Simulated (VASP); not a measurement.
# BeSe (F-43m) in VASP: further runs, part 2 of 2

VASP 6.6.1. The steps go on from the part before.

## Step 3: Relaxation of cell and atoms, PBE+D3(BJ)

This run uses another cell than the first one, of 17.25 Å³/atom, 1.035 times its volume.

Contents of INCAR:

```
  ALGO = Normal
  EDIFF = 1E-7
  EDIFFG = -0.01
  ENCUT = 600
  GGA = PE
  IBRION = 2
  ISIF = 3
  ISMEAR = 0
  IVDW = 12
  LASPH = T
  LCHARG = F
  LREAL = F
  LWAVE = F
  NELM = 60
  NSW = 100
  PREC = Accurate
  SIGMA = 0.02
```

Contents of KPOINTS:

```
k-points
0
Gamma
  8 8 8
```

Contents of POSCAR:

```
BeSe
1.0
    0.0000000000      2.5839686400      2.5839686400
    2.5839686400      0.0000000000      2.5839686400
    2.5839686400      2.5839686400      0.0000000000
Be Se
1 1
Direct
    0.0000000000      0.0000000000      0.0000000000
    0.2500000000      0.2500000000      0.2500000000
```

Potentials or basis: VASP PAW PBE potentials, release 64 (Be, Se).

Started as:

```bash
$ cat potpaw_PBE.64/Be/POTCAR potpaw_PBE.64/Se/POTCAR > POTCAR
$ mpirun -np 1 vasp_std > vasp.out
```

OUTCAR:

```text
EDIFF = 1E-7
   EDIFFG = -0.01
   ENCUT = 600
   GGA = PE
   IBRION = 2
   ISIF = 3
   ISMEAR = 0
   IVDW = 12
   LASPH = T
   LREAL = F
   NELM = 60
   NSW = 100
   PREC = Accurate
 IVDW          = 12

 ion  position               nearest neighbor table
   1  0.000  0.000  0.000-   2 2.24   2 2.24   2 2.24   2 2.24
   2  0.250  0.250  0.250-   1 2.24   1 2.24   1 2.24   1 2.24

  LATTYP: Found a face centered cubic cell.
 ALAT       =     5.1679372800

  Lattice vectors:

 A1 = (   0.0000000000,   2.5839686400,   2.5839686400)
 A2 = (   2.5839686400,   0.0000000000,   2.5839686400)
 A3 = (   2.5839686400,   2.5839686400,   0.0000000000)

Analysis of symmetry for initial positions (statically):
=====================================================================
 Subroutine PRICEL returns:
 Original cell was already a primitive cell.

 Routine SETGRP: Setting up the symmetry group for a
 face centered cubic supercell.

 Subroutine GETGRP returns: Found 24 space group operations
 (whereof 24 operations were pure point group operations)
 out of a pool of 48 trial point group operations.

The static configuration has the point symmetry T_d .

Analysis of symmetry for dynamics (positions and initial velocities):
=====================================================================
 Subroutine PRICEL returns:
 Original cell was already a primitive cell.

 Routine SETGRP: Setting up the symmetry group for a
 face centered cubic supercell.
[... 146 lines left out ...]

 number of electron       8.0000001 magnetization

 Free energy of the ion-electron system (eV)
  ---------------------------------------------------
  ext. energy  EPLUGINS =         0.00000000
  ---------------------------------------------------
  free energy    TOTEN  =        -8.85871871 eV

  energy without entropy =       -8.85871871  energy(sigma->0) =       -8.85871871

 E-fermi :   3.3887     XC(G=0):  -9.3743

 val. band max:        3.2280939270   @ k =   0.0000   0.0000   0.0000
 cond. band min:       5.8795420767   @ k =   0.5000   0.5000   0.0000
 fundamental gap:      2.6514481497
 Fermi energy:         3.3887301991

 k-point     1 :       0.0000    0.0000    0.0000
  band No.  band energies     occupation
      1     -10.4821      2.00000
      2       3.2281      2.00000
      3       3.2281      2.00000
      4       3.2281      2.00000
      5       7.4917      0.00000
      6       8.2390      0.00000
      7       8.2390      0.00000
      8       8.2390      0.00000
[... 332 lines left out ...]
--------------------------------------- Ionic step        3  -------------------------------------------

 number of electron       8.0000000 magnetization

 Free energy of the ion-electron system (eV)
  ---------------------------------------------------
  ext. energy  EPLUGINS =         0.00000000
  ---------------------------------------------------
  free energy    TOTEN  =        -8.84581993 eV

  energy without entropy =       -8.84581993  energy(sigma->0) =       -8.84581993

 E-fermi :   3.6478     XC(G=0):  -9.5045

 val. band max:        3.5328959356   @ k =   0.0000   0.0000   0.0000
 cond. band min:       6.1142114400   @ k =   0.5000   0.5000   0.0000
 fundamental gap:      2.5813155044
 Fermi energy:         3.6478014359

 k-point     1 :       0.0000    0.0000    0.0000
  band No.  band energies     occupation
      1     -10.3856      2.00000
      2       3.5329      2.00000
      3       3.5329      2.00000
      4       3.5329      2.00000
      5       8.0340      0.00000
      6       8.5384      0.00000
      7       8.5384      0.00000
      8       8.5384      0.00000
[... 286 lines left out ...]
  FREE ENERGIE OF THE ION-ELECTRON SYSTEM (eV)
  ---------------------------------------------------
  free  energy   TOTEN  =        -9.4891339156 eV

  energy  without entropy=       -9.4891339156  energy(sigma->0) =       -9.48913392

 reached required accuracy - stopping structural energy minimisation
```

Wall time 23 s (1 thread of Intel Xeon Platinum 8488C (Sapphire Rapids), shared host); peak memory 0.18 GiB.

What came out:

| Item | Value |
| --- | --- |
| Free energy | -9.4891 eV |
| Relaxed volume | 16.71 Å³/atom |
| Relaxed cell | a = 3.616 Å, b = 3.616 Å, c = 3.616 Å, α = 60.00°, β = 60.00°, γ = 60.00° |
| Space group after relaxing (to 0.05 Å) | F-43m (No. 216) |
| Energy gained by relaxing | 4.3 meV/atom |
| Ionic steps | 3 |
| Pressure after relaxing | 0.0 GPa |
| Band gap on the k mesh | 2.58 eV, indirect (least direct gap 4.50 eV) |
| Dispersion energy per atom | -0.322 eV |

The path:
```tsv
step	energy change (eV)	largest force (eV/Å)	pressure (GPa)	volume (Å³)
1	0.0000	0.0000	-2.45	34.51
2	-0.0082	0.0000	0.53	33.21
3	-0.0085	0.0000	0.01	33.42
```

Final structure:
```
Be Se
1.0
     0.00000    2.55655    2.55655
     2.55655    0.00000    2.55655
     2.55655    2.55655    0.00000
Be Se
1 1
Direct
  0.00000 0.00000 0.00000
  0.25000 0.25000 0.25000
```

Levels at points of the mesh, in eV from the valence-band top:
```tsv
k point	band 2	band 3	band 4	band 5	band 6	band 7
(0.00, 0.00, 0.00)	0.00	0.00	0.00	4.50	5.01	5.01
(0.50, 0.00, 0.00)	-5.83	-1.10	-1.10	4.40	5.97	5.97
(0.50, 0.50, 0.00)	-5.18	-2.72	-2.72	2.58	4.19	11.86
```

## Step 4: Single point, PBE+D3(BJ)

This run uses another cell than the first one, of 17.25 Å³/atom, 1.035 times its volume.

Contents of INCAR:

```
PREC = Accurate
ENCUT = 520
EDIFF = 1E-6
ISMEAR = 0
SIGMA = 0.1
LREAL = False
LASPH = True
NELM = 60
ALGO = Normal
ISIF = 2
LWAVE = False
LCHARG = False
GGA = PE
IVDW = 12
NBANDS = 11
```

Contents of KPOINTS:

```
Automatic mesh
0
Gamma
  6 6 6
```

POSCAR is that of step 3.

Started as:

```bash
$ cat potpaw_PBE.64/Be/POTCAR potpaw_PBE.64/Se/POTCAR > POTCAR
$ mpirun -np 1 vasp_std > vasp.out
```

It took 6 s on 1 thread of Intel Xeon Platinum 8488C (Sapphire Rapids), shared host; peak memory 0.16 GiB.

It converged, with:

| Quantity | Value |
| --- | --- |
| Free energy | -9.4767 eV |
| Pressure | -2.4 GPa |
| Band gap on the k mesh | 2.65 eV, indirect (least direct gap 4.26 eV) |
| Dispersion energy per atom | -0.311 eV |

Levels at points of the mesh, in eV from the valence-band top:
| k point | band 1 | band 2 | band 3 | band 4 | band 5 | band 6 | band 7 | band 8 |
| --- | --- | --- | --- | --- | --- | --- | --- | --- |
| (0.00, 0.00, 0.00) | -13.71 | 0.00 | 0.00 | 0.00 | 4.26 | 5.01 | 5.01 | 5.01 |
| (0.50, 0.00, 0.00) | -12.40 | -5.62 | -1.06 | -1.06 | 4.28 | 5.96 | 5.96 | 9.97 |
| (0.50, 0.50, 0.00) | -11.95 | -5.01 | -2.61 | -2.61 | 2.65 | 4.21 | 11.60 | 11.60 |

A k mesh can miss the band edges.

## Step 5: Overview

```tsv
task	cell	k mesh	cutoff (eV)	smearing	gap on the mesh (eV)	pressure (GPa)
single point	F-43m, 16.66 Å³/atom	8 × 8 × 8	520	gaussian 0.02 eV	2.57	0.2
relaxation of cell and atoms	relaxed	8 × 8 × 8	600	gaussian 0.02 eV	2.58	0.0
single point	F-43m, 17.25 Å³/atom	6 × 6 × 6	520	gaussian 0.1 eV	2.65	-2.4
```

Alike in all rows: level PBE+D3(BJ); potentials or basis VASP PAW PBE potentials, release 64 (Be, Se); no spin polarisation.

Absolute energies hang on the potentials; compare differences alone.
